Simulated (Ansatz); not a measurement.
**Si (lonsdaleite): G0W0 against its settings**

Si (lonsdaleite), relaxed with r2SCAN; one-shot G0W0 in Ansatz without spin-orbit coupling. The values are computed, spin-unpolarised, and not measurements.

```
Si
1.0
     3.83213    0.00000    0.00000
    -1.91606    3.31872    0.00000
     0.00000    0.00000    6.34122
Si
4
Direct
  0.33333 0.66667 0.00056
  0.66667 0.33333 0.50056
  0.33333 0.66667 0.37444
  0.66667 0.33333 0.87444
```

Gaps are read over the mesh points alone. G0W0 values are finite-basis, finite-mesh values.

| start | potentials | frequency model | mesh | empty bands | screening cutoff (eV) | Kohn-Sham gap (eV) | G0W0 gap (eV) |
| --- | --- | --- | --- | --- | --- | --- | --- |
| r2SCAN | PAW | contour deformation | 6×6×2 | 183 | 100 | 0.61 | 0.96 |
| r2SCAN | PAW | contour deformation | 6×6×2 | 442 | 180 | 0.61 | 1.04 |
| r2SCAN | PAW | contour deformation | 6×6×2 | 857 | 260 | 0.61 | 1.06 |
| HSE06 | PAW | contour deformation | 6×6×2 | 442 | 180 | 0.97 | 1.16 |
| PBE | PAW | contour deformation | 6×6×2 | 442 | 180 | 0.42 | 0.92 |
| PBE0 | PAW | contour deformation | 6×6×2 | 442 | 180 | 1.63 | 1.31 |
| r2SCAN | PAW | Godby-Needs pole | 6×6×2 | 442 | 180 | 0.61 | 1.00 |
| r2SCAN | PAW | contour deformation | 6×6×4 | 131 | 80 | 0.61 | 0.90 |
| r2SCAN | norm-conserving | contour deformation | 6×6×2 | 442 | 180 | 0.61 | 1.03 |

The quasiparticle gap on this mesh is 1.06 eV (Γ to M), against 0.61 eV from r2SCAN: +0.45 eV. Renormalisation factors Z lie between 0.73 and 0.79.

Raising bands and cutoff together moves the gap by +0.08 eV (100 to 180 eV), then +0.02 eV (180 to 260 eV); the last step is small, which bounds nothing strictly. Starting from HSE06 (0.97 eV against r2SCAN's 0.61 eV) gives 1.16 eV, +0.12 eV from G0W0@r2SCAN at the same screening cutoff. Starting from PBE (0.42 eV against r2SCAN's 0.61 eV) gives 0.92 eV, -0.12 eV from G0W0@r2SCAN at the same screening cutoff. Starting from PBE0 (1.63 eV against r2SCAN's 0.61 eV) gives 1.31 eV, +0.27 eV from G0W0@r2SCAN at the same screening cutoff. The Godby-Needs plasmon pole differs from contour deformation by -0.04 eV. Norm-conserving potentials (wave cutoff 490 eV against 500 eV) shift the quasiparticle gap by -0.01 eV and the r2SCAN gap by 0.00 eV. r2SCAN runs take a wave cutoff of 500 eV.

The program warns that the k mesh is coarse for exact exchange in some of these runs, so their gaps aren't converged.
